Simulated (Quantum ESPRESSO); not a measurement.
Sr:

```
Sr
1.0
     0.00000    3.04235    3.04235
     3.04235    0.00000    3.04235
     3.04235    3.04235    0.00000
Sr
1
Cartesian
  0.0000 0.0000 0.0000
```

Base run:

| Quantity | Value |
| --- | --- |
| Program | Quantum ESPRESSO 7.5 |
| Functional | PBEsol |
| Potentials or basis | PseudoDojo 0.4.1 SR PBEsol standard |
| Cutoff | 925 eV |
| Density cutoff | 3701 eV |
| k mesh | 8 × 8 × 8 |
| Occupations | fermi-dirac, width 0.05 eV |
| Spin | no spin polarisation |

Its results: band gap on the k mesh none (metal or under the smearing width); pressure -0.9 GPa.

Q: The run is repeated on the same cell with these changes: functional from PBEsol to LDA; potentials or basis from PseudoDojo 0.4.1 SR PBEsol standard to PseudoDojo 0.4.1 SR LDA standard. What comes out?

A: Band gap on the k mesh none (metal or under the smearing width); pressure -1.6 GPa.

Caveats: some levels on the path didn't converge.

Not every run made on this cell is shown here.
